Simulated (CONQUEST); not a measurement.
# TiC (Fm-3m) in CONQUEST: reference runs

Aim: a first look at TiC with PBEsol, on the cell as given and on a disturbed one, then over a range of volumes.

Everything below comes from runs of CONQUEST 1.3. Logs are shortened: lines on timing, memory, paths and dates and some standing lists are left out, and cuts for length are marked.

**1. Starting point**

Symmetry: Fm-3m, No. 225, cubic system. The conventional cell has a = 4.331 Å, b = 4.331 Å, c = 4.331 Å, α = 90.00°, β = 90.00°, γ = 90.00°. Around Ti (site symmetry m-3m) lie 6 C at 2.17 Å. C (site symmetry m-3m) is surrounded by 6 Ti at 2.17 Å.

The cell is a database's computed one.

**2. Single point, PBEsol**

Conquest_input reads:

```
IO.Title TiC
IO.Coordinates coords.dat
IO.FractionalAtomicCoords T
IO.Iprint 2
IO.Iprint_init 1
General.NumberOfSpecies 2
General.PseudopotentialType hamann
AtomMove.TypeOfRun static
AtomMove.FullStress T
Grid.GridCutoff 150
DM.SolutionMethod diagon
Diag.MPMesh T
Diag.GammaCentred T
Diag.MPMeshX 9
Diag.MPMeshY 9
Diag.MPMeshZ 6
Diag.kT 0.00183747
minE.SCTolerance 1e-6
SC.MaxIters 100
IO.AtomChargeOutput T
IO.DumpChargeDensity T
IO.DumpESPot T
%block ChemicalSpeciesLabel
1 47.880 Ti
2 12.010 C
%endblock
```

coords.dat reads:

```
    5.7878323138     0.0000000000     0.0000000000
    0.0000000000     5.7878323138     0.0000000000
    0.0000000000     0.0000000000     8.1852309543
4
  0.0000000000   0.0000000000   0.0000000000 1 T T T
  0.5000000000   0.5000000000   0.5000000000 1 T T T
  0.0000000000   0.0000000000   0.5000000000 2 T T T
  0.5000000000   0.5000000000   0.0000000000 2 T T T
```

Potentials or basis: PseudoDojo NC PBEsol, DZP, grid cutoff 150 Ha.

Started as:

```sh
$ OMP_NUM_THREADS=1 Conquest
```

Standard output:

```text
Simulation cell dimensions:     5.7878 a0 x     5.7878 a0 x     8.1852 a0

      Atomic coordinates (a0)
         Atom         X         Y         Z  Species
            1    0.0000    0.0000    0.0000        1
            2    2.8939    2.8939    4.0926        1
            3    0.0000    0.0000    4.0926        2
            4    2.8939    2.8939    0.0000        2

         Monkhorst-Pack mesh:   9 x   9 x   6 gamma-centred
        This calculation includes non-local pseudopotentials,
         with a maximum core radius of      8.22691935

    Job title: TiC
    Job to be run: static calculation

[... 5 lines left out ...]
      Using Fermi-Dirac smearing

    Integration grid size:     32 x   32 x   48

    Integration grid spacing:  0.181 a0 x 0.181 a0 x 0.171 a0

    Number of species:  2
    --------------------------------------------------------
    |   #  mass (au)  Charge (e)  SF Rad (a0)  NSF  Label  |
    --------------------------------------------------------
    |   1     47.880      12.000        8.501   19  Ti     |
    |   2     12.010       4.000        6.511   13  C      |
    --------------------------------------------------------
          SCF tolerance:                 0.00000100
          SCF iterations:               100

    LibXC version:  6. 2. 2
    Using the GGA functional Perdew, Burke & Ernzerhof SOL
    Using the GGA functional Perdew, Burke & Ernzerhof SOL

           radial cut-off to be used is taken to be max PAO cut-off radius for this species:    8.226919

           greatest ang. mom. for making density from PAOs:  2

           radial cut-off to be used is taken to be max PAO cut-off radius for this species:    6.247137

           greatest ang. mom. for making density from PAOs:  2
    Minimum blocs/proc is      768. Maximum blocs/proc is      768
    set_atom_dens: In set_atomic_density, electrons :      32.000000000000
 matrix_size & matrix_size_padH =           64          64

    Screened ion int: energy:     -98.429726862738 Ha

    new_SC_potl: Starting.  Tolerance:  0.10000E-05

    PulayMixSC: Starting Pulay mixing, A_up =  0.500 A_dn =  0.500
    PulayMixSC: Spin non-polarised calculation.
          Harris-Foulkes Energy            :      -130.876740154323983 Ha
          GroundState Energy (E-(1/2)TS)   :      -130.876781658181841 Ha
          Free Energy (E-TS)               :      -130.876823162039727 Ha
          DFT Total Energy                 :      -130.270204033875245 Ha
          Total number of electrons        :        32.000000000000767
    PulayMixSC: Pulay iteration     1 residual:              0.10275E-01
          Harris-Foulkes Energy            :      -130.914981590865068 Ha
          GroundState Energy (E-(1/2)TS)   :      -130.915141834185249 Ha
          Free Energy (E-TS)               :      -130.915302077505430 Ha
          DFT Total Energy                 :      -130.027791391608048 Ha
          Total number of electrons        :        32.000012148658435
    PulayMixSC: Pulay iteration     2 residual:              0.12790E-01
          Harris-Foulkes Energy            :      -130.726628022697298 Ha
          GroundState Energy (E-(1/2)TS)   :      -130.726696884152631 Ha
          Free Energy (E-TS)               :      -130.726765745607963 Ha
          DFT Total Energy                 :      -130.723581017651100 Ha
          Total number of electrons        :        32.000010963819065
    PulayMixSC: Pulay iteration     3 residual:              0.12471E-02
          Harris-Foulkes Energy            :      -130.725421126813359 Ha
          GroundState Energy (E-(1/2)TS)   :      -130.725501710128754 Ha
          Free Energy (E-TS)               :      -130.725582293444148 Ha
          DFT Total Energy                 :      -130.725182409013712 Ha
          Total number of electrons        :        32.000014147290223
    PulayMixSC: Pulay iteration     4 residual:              0.64167E-03
          Harris-Foulkes Energy            :      -130.725347348063394 Ha
          GroundState Energy (E-(1/2)TS)   :      -130.725430068451402 Ha
          Free Energy (E-TS)               :      -130.725512788839382 Ha
          DFT Total Energy                 :      -130.725144745847047 Ha
          Total number of electrons        :        32.000016260823472
    PulayMixSC: Pulay iteration     5 residual:              0.22077E-03
          Harris-Foulkes Energy            :      -130.725272145111120 Ha
          GroundState Energy (E-(1/2)TS)   :      -130.725352190713807 Ha
          Free Energy (E-TS)               :      -130.725432236316522 Ha
          DFT Total Energy                 :      -130.725269507028202 Ha
          Total number of electrons        :        32.000017385139223
    PulayMixSC: Pulay iteration     6 residual:              0.23893E-04
          Harris-Foulkes Energy            :      -130.725272191874950 Ha
          GroundState Energy (E-(1/2)TS)   :      -130.725351933502083 Ha
          Free Energy (E-TS)               :      -130.725431675129244 Ha
          DFT Total Energy                 :      -130.725271973935378 Ha
          Total number of electrons        :        32.000017335981319
    PulayMixSC: Pulay iteration     7 residual:              0.76071E-05
          Harris-Foulkes Energy            :      -130.725271970413928 Ha
          GroundState Energy (E-(1/2)TS)   :      -130.725351625708754 Ha
          Free Energy (E-TS)               :      -130.725431281003580 Ha
          DFT Total Energy                 :      -130.725271970123003 Ha
          Total number of electrons        :        32.000017956868859
    PulayMixSC: Pulay iteration     8 residual:              0.23691E-06
    PulayMixSC: Reached SCF tolerance of  0.23691E-06 after      8 iterations
      | Number of electrons      =        32.000018
      |* band energy as 2Tr[K.H] =       -35.913673976545532 Ha
      |  screened ion-ion energy =       -98.429726862738221 Ha
      |  Ha correction           =         1.070262140415389 Ha
      |  XC correction           =         2.547873999184112 Ha
      | GS Energy as E-(1/2)TS   =      -130.725351625708754 Ha
      | Free Energy as E-TS      =      -130.725431281003580 Ha
      |* Harris-Foulkes energy   =      -130.725271970413928 Ha
      |* DFT total energy        =      -130.725271970123003 Ha
      |  estimated accuracy      =        -0.000000000290925 Ha

    force: Forces on atoms (Ha/a0)
    force:  Atom   X              Y              Z
    force:     1   0.0000000000  -0.0000000000   0.0000000000
    force:     2   0.0000000000  -0.0000000000   0.0000000000
    force:     3  -0.0000000000  -0.0000000000  -0.0000000000
    force:     4  -0.0000000000  -0.0000000000   0.0000000000

    force: Maximum force :        0.00000000(Ha/a0) on atom         1 in z direction
    force: Force Residual:        0.00000000 Ha/a0
    force: Total stress:          4.77354996     0.00000000     0.00000000 GPa
                             0.00000000     4.77354996     0.00000000
                             0.00000000     0.00000000     5.07983320
    force: Average pressure:     -4.87564438 GPa

    force: Finished force
    get_E_and_F: Change in energy during last step of electronic optimisation:  0.22146E-06

    BIBLIOGRAPHY: Please consider citing the following references in the conquest.bib file

    CONQUEST:         Bowler2002pt, Miyazaki2004, Nakata2020
    Basis:            Bowler2019
    DM:               Bowler:2006xr
    Pseudopotentials: Hamann2013, Bowler2019
    XC references from LibXC:
```

Run time: 3.3 min. Hardware: 1 thread of Intel Xeon Platinum 8488C (Sapphire Rapids), shared host; peak memory 0.94 GiB.

Results:

```
Free energy            : -3557.2202 eV
Pressure               : -4.9 GPa
Band gap on the k mesh : none (metal or under the smearing width)
Mulliken charges       : Ti +1.13; C -1.13 e
```

Caveat: Mulliken charges move with the basis; the box holds several primitive cells, so bands are folded and the points are those of the box's own zone; the basis of atomic orbitals isn't converged, which shifts pressures, moduli and gaps; the real-space grid breaks the cell's symmetry a little.

**3. Single point, PBEsol (atoms moved at random, drawn with an rms of 0.05 Å)**

Conquest_input, as its differences from that of step 2:

```diff
@@ -20,4 +20,2 @@
 IO.AtomChargeOutput T
-IO.DumpChargeDensity T
-IO.DumpESPot T
 %block ChemicalSpeciesLabel
```

coords.dat reads:

```
    5.7878323138     0.0000000000     0.0000000000
    0.0000000000     5.7878323138     0.0000000000
    0.0000000000     0.0000000000     8.1852309543
4
  0.4946300000   0.4802740000   0.5018080000 1 T T T
  0.9946300000   0.9802740000   0.0018080000 1 T T T
  0.0100860000   0.9884780000   0.4959120000 2 T T T
  0.5100860000   0.4884780000   0.9959120000 2 T T T
```

Potentials or basis: PseudoDojo NC PBEsol, DZP, grid cutoff 150 Ha.

Started as:

```sh
$ OMP_NUM_THREADS=1 Conquest
```

Wall time 3.4 min (1 thread of Intel Xeon Platinum 8488C (Sapphire Rapids), shared host); peak memory 0.94 GiB.

It converged, with:

* Free energy: -3557.1857 eV
* Pressure: -4.3 GPa
* Largest force: 0.597 eV/Å
* Band gap on the k mesh: none (metal or under the smearing width)
* Mulliken charges: Ti +1.13; C -1.13 e

Forces in eV/Å, atoms in the order of the input:
```
Ti   0.482  0.248 -0.250
Ti   0.482  0.248 -0.250
C   -0.470 -0.242  0.256
C   -0.470 -0.242  0.256
```

Levels at points of the mesh, in eV from the Fermi level:
| k point | band 14 | band 15 | band 16 | band 17 | band 18 | band 19 |
| --- | --- | --- | --- | --- | --- | --- |
| (0.00, 0.00, 0.00) | 0.05 | 0.49 | 0.53 | 0.61 | 1.27 | 1.55 |
| (0.00, 0.00, 0.50) | -0.87 | -0.45 | -0.45 | -0.26 | -0.26 | 2.19 |

Caveat: Mulliken charges move with the basis; the box holds several primitive cells, so bands are folded and the points are those of the box's own zone; the basis of atomic orbitals isn't converged, which shifts pressures, moduli and gaps.

**4. Equation of state, PBEsol, 9.55 Å³/atom (volume scaled by 0.94)**

Conquest_input, as its differences from that of step 3:

```diff
@@ -9,3 +9,5 @@
 AtomMove.FullStress T
-Grid.GridCutoff 150
+Grid.PointsAlongX 32
+Grid.PointsAlongY 32
+Grid.PointsAlongZ 48
 DM.SolutionMethod diagon
```

coords.dat reads:

```
    5.6696801341     0.0000000000     0.0000000000
    0.0000000000     5.6696801341     0.0000000000
    0.0000000000     0.0000000000     8.0181385396
4
  0.0000000000   0.0000000000   0.0000000000 1 T T T
  0.5000000000   0.5000000000   0.5000000000 1 T T T
  0.0000000000   0.0000000000   0.5000000000 2 T T T
  0.5000000000   0.5000000000   0.0000000000 2 T T T
```

Potentials or basis: PseudoDojo NC PBEsol, DZP, grid of 32 × 32 × 48 points.

Started as:

```sh
$ OMP_NUM_THREADS=1 Conquest
```

Wall time 2.9 min (1 thread of Intel Xeon 6975P-C (Granite Rapids), shared host); peak memory 1 GiB.

It converged, with:

```yaml
Free_energy: -3557.1676 eV
Pressure: 12.5 GPa
Band_gap_on_the_k_mesh: none (metal or under the smearing width)
Mulliken_charges: Ti +1.09; C -1.09 e
```

Caveat: Mulliken charges move with the basis; the basis of atomic orbitals isn't converged, which shifts pressures, moduli and gaps; the real-space grid breaks the cell's symmetry a little.

(Continued in part 2 of 2.)
